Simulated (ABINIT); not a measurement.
# Ag (Fm-3m) in ABINIT: settings compared

The runs below take Ag through band structure, with LDA-Teter, LDA-VWN.

All numbers are computed with ABINIT 10.8.3 (patched build); they aren't measurements. Logs are shortened: lines on timing, memory, paths and dates and some standing lists are left out, and cuts for length are marked. The log counts tension as positive stress, the text compression.

## Step 1: The structure

It takes space group Fm-3m (No. 225, cubic). Conventional cell: a = 4.085 Å, b = 4.085 Å, c = 4.085 Å, α = 90.00°, β = 90.00°, γ = 90.00°. Ag (site symmetry m-3m) is surrounded by 12 Ag at 2.89 Å.

## Step 2: Band structure, LDA-Teter

File run.abi:

```
# Datasets: ground state, then fixed potential
ndtset 2

# Pseudopotentials
pp_dirpath "./"
pseudos "Ag.LDA_PW-JTH.xml"

# Structure
acell 3*1.0
rprim
     0.0000000000     3.8602380411     3.8602380411
     3.8602380411     0.0000000000     3.8602380411
     3.8602380411     3.8602380411     0.0000000000
ntypat 1
znucl 47
natom 1
typat 1
xred
     0.0000000000     0.0000000000     0.0000000000

# Plane-wave basis
ecut 462.593566 eV
pawecutdg 34.0

# Exchange and correlation
ixc 1

# Bands and occupations
occopt 3
tsmear 0.05 eV

# SCF cycle
nstep 100

# Output
iomode 3
prtwf 0
prteig 0
prtebands 0
enunit 1
prtden1 1

# Dataset 1
kptopt1 1
ngkpt1 11 11 11
nshiftk1 1
shiftk1 0.0 0.0 0.0
nband1 10
tolvrs1 1.0e-9

# Dataset 2: bands along G-X-W-K-G-L-U-W-L-K
iscf2 -2
getden2 1
nband2 14
nbdbuf2 2
tolwfr2 1.0e-12
kptopt2 -9
ndivsm2 8
prteig2 1
prtvol2 -3
kptbounds2
     0.0000000000     0.0000000000     0.0000000000
     0.5000000000     0.0000000000     0.5000000000
     0.5000000000     0.2500000000     0.7500000000
     0.3750000000     0.3750000000     0.7500000000
     0.0000000000     0.0000000000     0.0000000000
     0.5000000000     0.5000000000     0.5000000000
     0.6250000000     0.2500000000     0.6250000000
     0.5000000000     0.2500000000     0.7500000000
     0.5000000000     0.5000000000     0.5000000000
     0.3750000000     0.3750000000     0.7500000000
```

Potentials or basis: JTH PAW LDA v2.0.

Started as:

```bash
$ abinit run.abi > log 2>&1
```

run.abo:

```text
.Version 10.8.3 of ABINIT
 DATASET    1 : space group Fm -3 m (#225); Bravais cF (face-center cubic)
================================================================================
 Values of the parameters that define the memory need for DATASET  1.
     intxc =       0    ionmov =       0      iscf =      17    lmnmax =      18
     lnmax =       6     mgfft =      24  mpssoang =       3    mqgrid =    3001
     natom =       1  nloc_mem =       2    nspden =       1   nspinor =       1
    nsppol =       1      nsym =      48    n1xccc =       1    ntypat =       1
    occopt =       3   xclevel =       1
       mpw =         391          nfft =       13824          nkpt =          56
 PAW method is used; the additional fine FFT grid is defined by:
   mgfftf=        30    nfftf =     27000
================================================================================
================================================================================

 DATASET    2 : space group Fm -3 m (#225); Bravais cF (face-center cubic)
================================================================================
 Values of the parameters that define the memory need for DATASET  2.
     intxc =       0    ionmov =       0      iscf =      -2    lmnmax =      18
     lnmax =       6     mgfft =      24  mpssoang =       3    mqgrid =    3001
     natom =       1  nloc_mem =       2    nspden =       1   nspinor =       1
    nsppol =       1      nsym =      48    n1xccc =       1    ntypat =       1
    occopt =       3   xclevel =       1
       mpw =         396          nfft =       13824          nkpt =         139
 PAW method is used; the additional fine FFT grid is defined by:
   mgfftf=        30    nfftf =     27000
================================================================================
================================================================================

--------------------------------------------------------------------------------
------------- Echo of variables that govern the present computation ------------
--------------------------------------------------------------------------------
 -outvars: echo values of preprocessed input variables --------
            acell      1.0000000000E+00  1.0000000000E+00  1.0000000000E+00 Bohr
              amu      1.07868200E+02
             ecut      1.70000000E+01 Hartree
           enunit           1
           getden1          0
           getden2          1
             iscf1         17
             iscf2         -2
           jdtset        1    2
           kptopt1          1
           kptopt2         -9
         kptrlatt       11    0    0      0   11    0      0    0   11
          kptrlen1     6.00512109E+01
          kptrlen2     3.00000000E+01
            natom           1
            nband1         10
            nband2         14
           nbdbuf1          0
           nbdbuf2          2
           ndtset           2
           ndivsm1          0
           ndivsm2          8
            ngfft          24      24      24
          ngfftdg          30      30      30
             nkpt1         56
             nkpt2        139
            nstep         100
             nsym          48
           ntypat           1
           occopt           3
        pawecutdg      3.40000000E+01 Hartree
        prtebands           0
           prteig1          0
           prteig2          1
           prtvol1          0
           prtvol2         -3
            prtwf           0
            rprim      0.0000000000E+00  3.8602380411E+00  3.8602380411E+00
                       3.8602380411E+00  0.0000000000E+00  3.8602380411E+00
                       3.8602380411E+00  3.8602380411E+00  0.0000000000E+00
           shiftk1     0.00000000E+00  0.00000000E+00  0.00000000E+00
           shiftk2     5.00000000E-01  5.00000000E-01  5.00000000E-01
          spgroup         225
           tolvrs1     1.00000000E-09
           tolvrs2     0.00000000E+00
           tolwfr1     0.00000000E+00
           tolwfr2     1.00000000E-12
           tsmear      1.83746611E-03 Hartree
            typat      1
           useylm           1
            znucl       47.00000

[... 215 lines left out ...]

 getcut: wavevector=  0.0000  0.0000  0.0000  ngfft=  24  24  24
         ecut(hartree)=     17.000   => boxcut(ratio)=   2.36860

 getcut : COMMENT -
  Note that boxcut > 2.2 ; recall that boxcut=Gcut(box)/Gcut(sphere) = 2
  is sufficient for exact treatment of convolution.
  Such a large boxcut is a waste : you could raise ecut
  e.g. ecut=   23.843723 Hartrees makes boxcut=2

 Fine grid specifications (used for densities):

 getcut: wavevector=  0.0000  0.0000  0.0000  ngfft=  30  30  30
         ecut(hartree)=     34.000   => boxcut(ratio)=   2.09590
--------------------------------------------------------------------------------

================================================================================
 Non-SCF case, kpt    1 (  0.00000  0.00000  0.00000), residuals and eigenvalues=
  7.98E-14  9.64E-13  9.98E-14  2.66E-13  5.14E-13  5.64E-14  6.15E-14  6.75E-13
  5.89E-13  5.82E-13  2.13E-13  8.73E-13  2.85E-13  9.66E-13
 -1.5638E-01 -4.3047E-02 -4.3047E-02 -4.3047E-02 -4.3628E-03 -4.3628E-03
  7.4655E-01  8.6833E-01  8.6833E-01  8.6833E-01  1.0358E+00  1.0685E+00
  1.0685E+00  1.0685E+00
 Non-SCF case, kpt    2 (  0.02174  0.00000  0.02174), residuals and eigenvalues=
  2.81E-13  8.07E-13  1.36E-13  1.63E-13  7.37E-13  1.27E-13  6.34E-14  2.51E-13
  7.30E-13  2.61E-13  7.88E-13  3.76E-13  1.22E-12  4.46E-13
 -1.5565E-01 -4.3338E-02 -4.2777E-02 -4.2777E-02 -4.6558E-03 -4.2363E-03
  7.4666E-01  8.6478E-01  8.6592E-01  8.6592E-01  1.0408E+00  1.0682E+00
[... 809 lines left out ...]
  2.9704E-01  4.2325E-01  6.2571E-01  7.5447E-01  1.0773E+00  1.1580E+00
  1.1695E+00  1.3765E+00
 Non-SCF case, kpt  138 (  0.38393  0.38393  0.73214), residuals and eigenvalues=
  1.22E-13  1.91E-13  3.09E-13  1.94E-13  5.83E-14  2.16E-13  4.97E-13  1.33E-13
  9.23E-13  1.85E-13  5.80E-13  4.97E-13  6.44E-13  3.35E-06
 -8.5678E-02 -6.8422E-02 -2.0930E-02  1.1446E-03  2.1205E-02  2.9365E-01
  3.0779E-01  4.0216E-01  6.1301E-01  7.5543E-01  1.0507E+00  1.1700E+00
  1.1898E+00  1.3796E+00
 Non-SCF case, kpt  139 (  0.37500  0.37500  0.75000), residuals and eigenvalues=
  8.35E-14  1.79E-13  4.05E-13  1.48E-13  1.31E-13  8.26E-14  2.47E-13  7.72E-13
  4.37E-14  2.47E-13  5.06E-13  4.90E-13  2.96E-12  2.04E-04
 -8.7580E-02 -7.1872E-02 -1.6579E-02  3.8806E-03  2.2352E-02  2.8873E-01
  3.2354E-01  3.9330E-01  6.0193E-01  7.5618E-01  1.0243E+00  1.1798E+00
  1.2086E+00  1.3879E+00

--- !ResultsGS
iteration_state: {dtset: 2, }
comment   : Summary of ground state results
lattice_vectors:
- [  0.0000000,   3.8602380,   3.8602380, ]
- [  3.8602380,   0.0000000,   3.8602380, ]
- [  3.8602380,   3.8602380,   0.0000000, ]
lattice_lengths: [   5.45920,    5.45920,    5.45920, ]
lattice_angles: [ 60.000,  60.000,  60.000, ] # degrees, (23, 13, 12)
lattice_volume:   1.1504619E+02
convergence: {deltae:  0.000E+00, res2:  0.000E+00, residm:  9.965E-13, diffor:  0.000E+00, }
etotal    :  -3.83433096E+01
entropy   :   0.00000000E+00
fermie    :   1.40261348E-01
cartesian_stress_tensor: null
pressure_GPa: null
xred      :
- [  0.0000E+00,   0.0000E+00,   0.0000E+00, Ag]
cartesian_forces: null
force_length_stats: {min: null, max: null, mean: null, }
...

 Integrated electronic density in atomic spheres:
 ------------------------------------------------
 Atom  Sphere_radius  Integrated_density
    1        2.51516          9.81485060

================================================================================

 ----iterations are completed or convergence reached----

 Mean square residual over all n,k,spin=   33.225E-14; max=  99.647E-14
 reduced coordinates (array xred) for    1 atoms
       0.000000000000      0.000000000000      0.000000000000

 cartesian coordinates (angstrom) at end:
    1      0.00000000000000     0.00000000000000     0.00000000000000
 length scales=  1.000000000000  1.000000000000  1.000000000000 bohr
              =  0.529177210544  0.529177210544  0.529177210544 angstroms
 Eigenvalues (   eV  ) for nkpt= 139  k points:
 kpt#   1, nband= 14, wtk=  1.00000, kpt=  0.0000  0.0000  0.0000 (reduced coord)
  -4.25539   -1.17137   -1.17137   -1.17137   -0.11872   -0.11872   20.31474   23.62855
  23.62855   23.62855   28.18620   29.07603   29.07603   29.07603
 kpt#   2, nband= 14, wtk=  1.00000, kpt=  0.0217  0.0000  0.0217 (reduced coord)
  -4.23543   -1.17930   -1.16401   -1.16401   -0.12669   -0.11527   20.31765   23.53188
  23.56297   23.56297   28.32052   29.06752   29.06752   29.11392
 kpt#   3, nband= 14, wtk=  1.00000, kpt=  0.0435  0.0000  0.0435 (reduced coord)
  -4.17585   -1.20289   -1.14219   -1.14219   -0.15046   -0.10510   20.32628   23.27461
  23.36955   23.36955   28.67658   29.05581   29.05581   29.22744
 kpt#   4, nband= 14, wtk=  1.00000, kpt=  0.0652  0.0000  0.0652 (reduced coord)
  -4.07742   -1.24152   -1.10591   -1.10591   -0.18868   -0.08827   20.34029   22.92281
  23.05860   23.05860   29.07143   29.07143   29.11062   29.41615
 kpt#   5, nband= 14, wtk=  1.00000, kpt=  0.0870  0.0000  0.0870 (reduced coord)
  -3.94164   -1.29414   -1.05546   -1.05546   -0.23919   -0.06498   20.35919   22.53197
  22.64698   22.64698   29.14072   29.14072   29.20164   29.67944
 kpt#   6, nband= 14, wtk=  1.00000, kpt=  0.1087  0.0000  0.1087 (reduced coord)
  -3.77093   -1.35953   -0.99122   -0.99122   -0.29873   -0.03581   20.38233   22.13622
[... 386 lines left out ...]
  -2.19172   -1.60260   -0.81587   -0.32321    0.56830    6.80462    7.72459   13.13472
  17.82623   20.45641   30.24579   30.68554   31.27740   37.47476
 kpt# 136, nband= 14, wtk=  1.00000, kpt=  0.4018  0.4018  0.6964 (reduced coord)
  -2.22678   -1.67339   -0.77554   -0.19121    0.56082    7.29376    7.89413   12.27885
  17.41043   20.49716   29.99202   31.12662   31.32361   37.53217
 kpt# 137, nband= 14, wtk=  1.00000, kpt=  0.3929  0.3929  0.7143 (reduced coord)
  -2.27700   -1.76444   -0.68416   -0.07025    0.56225    7.74592    8.08299   11.51716
  17.02654   20.53029   29.31484   31.51172   31.82374   37.45630
 kpt# 138, nband= 14, wtk=  1.00000, kpt=  0.3839  0.3839  0.7321 (reduced coord)
  -2.33141   -1.86185   -0.56952    0.03115    0.57703    7.99071    8.37528   10.94339
  16.68082   20.55641   28.59106   31.83644   32.37478   37.53985
 kpt# 139, nband= 14, wtk=  1.00000, kpt=  0.3750  0.3750  0.7500 (reduced coord)
  -2.38316   -1.95574   -0.45114    0.10560    0.60824    7.85677    8.80389   10.70222
  16.37929   20.57675   27.87393   32.10332   32.88896   37.76738

== END DATASET(S) ==============================================================
================================================================================

 -outvars: echo values of variables after computation  --------
            acell      1.0000000000E+00  1.0000000000E+00  1.0000000000E+00 Bohr
           etotal1    -3.8343309551E+01
            fcart1    -0.0000000000E+00 -0.0000000000E+00 -0.0000000000E+00
            rprim      0.0000000000E+00  3.8602380411E+00  3.8602380411E+00
                       3.8602380411E+00  0.0000000000E+00  3.8602380411E+00
                       3.8602380411E+00  3.8602380411E+00  0.0000000000E+00
           strten1     2.5311813398E-04  2.5311813398E-04  2.5311813398E-04
                       0.0000000000E+00  0.0000000000E+00  0.0000000000E+00
 Calculation completed.
```

Wall time 17 s (1 thread of Arm Neoverse V1, shared host); peak memory 0.1 GiB.

What came out:

| Item | Value |
| --- | --- |
| Free energy | -1043.3746 eV |
| Pressure | -7.4 GPa |
| Band gap on the k mesh | none (metal or under the smearing width) |
| Valence electrons inside the program's atomic spheres | Ag 9.81 (radii [1.331] Å) |

Levels at the corners of the path, in eV from the Fermi level:
```csv
point,band 3,band 4,band 5,band 6,band 7,band 8
Γ,-4.99,-4.99,-3.94,-3.94,16.50,19.81
X,-3.16,-2.92,-2.92,1.33,6.45,10.47
W,-5.27,-3.93,-2.92,5.70,5.70,6.66
K,-4.27,-3.71,-3.21,4.04,4.99,6.89
Γ,-4.99,-4.99,-3.94,-3.94,16.50,19.81
L,-5.01,-3.13,-3.13,-0.65,3.32,15.61
U,-4.27,-3.71,-3.21,4.04,4.99,6.89
W,-5.27,-3.93,-2.92,5.70,5.70,6.66
L,-5.01,-3.13,-3.13,-0.65,3.32,15.61
K,-4.27,-3.71,-3.21,4.04,4.99,6.89
```

## Step 3: Band structure, LDA-VWN

Changes to run.abi since step 2:

```diff
@@ -8,7 +8,7 @@
 # Structure
-acell 3*1.0
+acell 3*1.0 Angstrom
 rprim
-     0.0000000000     3.8602380411     3.8602380411
-     3.8602380411     0.0000000000     3.8602380411
-     3.8602380411     3.8602380411     0.0000000000
+     0.0000000000     2.0427500000     2.0427500000
+     2.0427500000     0.0000000000     2.0427500000
+     2.0427500000     2.0427500000     0.0000000000
 ntypat 1
@@ -25,3 +25,3 @@
 # Exchange and correlation
-ixc 1
+ixc -1007
 
@@ -29,3 +29,3 @@
 occopt 3
-tsmear 0.05 eV
+tsmear 0.00183747
 
@@ -39,4 +39,7 @@
 prtebands 0
-enunit 1
+enunit 2
 prtden1 1
+prtvha1 1
+prtvclmb1 1
+prtpot1 1
 
@@ -57,5 +60,4 @@
 kptopt2 -9
-ndivsm2 8
+ndivsm2 5
 prteig2 1
-prtvol2 -3
 kptbounds2
```

Potentials or basis: JTH PAW LDA v2.0.

Started as:

```bash
$ abinit run.abi > log 2>&1
```

Run time: 13 s. Hardware: 1 thread of Arm Neoverse V1, shared host; peak memory 0.1 GiB.

The run converged. Its results:

| Property | Result |
| --- | --- |
| Free energy | -1043.4671 eV |
| Pressure | -7.7 GPa |
| Band gap on the k mesh | none (metal or under the smearing width) |
| Valence electrons inside the program's atomic spheres | Ag 9.81 (radii [1.331] Å) |

Levels at the corners of the path, in eV from the Fermi level:
```
point  band 2  band 3  band 4  band 5  band 6  band 7  band 8  band 9
    Γ   -4.99   -4.99   -4.99   -3.94   -3.94   16.50   19.81   19.81
    X   -6.50   -3.16   -2.92   -2.92    1.33    6.45   10.47   10.47
    W   -5.27   -5.27   -3.93   -2.92    5.70    5.70    6.66    8.01
    K   -5.77   -4.27   -3.71   -3.21    4.04    4.99    6.89   12.56
    Γ   -4.99   -4.99   -4.99   -3.94   -3.94   16.50   19.81   19.81
    L   -5.01   -5.01   -3.13   -3.13   -0.65    3.31   15.61   17.81
    U   -5.77   -4.27   -3.71   -3.21    4.04    4.99    6.89   12.56
    W   -5.27   -5.27   -3.93   -2.92    5.70    5.70    6.66    8.01
    L   -5.01   -5.01   -3.13   -3.13   -0.65    3.31   15.61   17.81
    K   -5.77   -4.27   -3.71   -3.21    4.04    4.99    6.89   12.56
```
